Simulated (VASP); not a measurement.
The system is CdTe.

```
Cd Te
1.0
     0.00000    3.20500    3.20500
     3.20500    0.00000    3.20500
     3.20500    3.20500    0.00000
Cd Te
1 1
Direct
  0.00000 0.00000 0.00000
  0.25000 0.25000 0.25000
```

```yaml
Program: VASP 6.6.1
Task: relaxation of cell and atoms
Functional: PBEsol
Potentials_or_basis: VASP PAW PBE potentials, release 64 (Cd, Te)
Cutoff: 600 eV
k_mesh: 8 × 8 × 8
Occupations: gaussian, width 0.03 eV
Spin: no spin polarisation
```

At the start: pressure 1.8 GPa; volume 32.92 Å³/atom.

Problem. How do energy, volume and symmetry change on relaxing?

Solution. Over 3 steps the energy falls by 7.3 meV/atom and the volume is 34.26 Å³/atom (+4.1 %); space group F-43m (No. 216, to 0.05 Å).

The path:
```csv
step,energy change (eV),largest force (eV/Å),pressure (GPa),volume (Å³)
1,0.0000,0.0000,1.81,65.84
2,-0.0129,0.0000,-0.54,69.46
3,-0.0145,0.0000,0.00,68.52
```

Final structure:
```
CELL_PARAMETERS angstrom
0.00000 3.24780 3.24780
3.24780 0.00000 3.24780
3.24780 3.24780 0.00000
ATOMIC_POSITIONS crystal
Cd 0.00000 0.00000 0.00000
Te 0.25000 0.25000 0.25000
```

Caveat: the PAW data sets were made with another functional, which shifts forces and pressure a little.
